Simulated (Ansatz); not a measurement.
Ag in Ansatz: the effect of strain

The system is Ag.

```
Ag
1.0
    -1.62254    1.62254    1.65565
     1.62254   -1.62254    1.65565
     1.62254    1.62254   -1.65565
Ag
1
Direct
  0.00000 0.00000 0.00000
```

The cell isn't the ideal one: strained by -2 %.

Alike in all runs:

- Program: Ansatz 0.2.0
- Task: single point
- Functional: PBE
- Potentials or basis: Ansatz PAW
- Cutoff: 420 eV (not typed: the program's choice for these potentials)
- k mesh: 11 × 11 × 11
- Occupations: fermi-dirac, width 0.05 eV
- Spin: no spin polarisation

| strain | pressure (GPa) |
| --- | --- |
| -0.02 | ? |
| -0.01 | 1.0 |
| 0.01 | -2.4 |

**Question.** What does the run with strain -0.02 give?

**Answer.** Pressure 3.0 GPa.
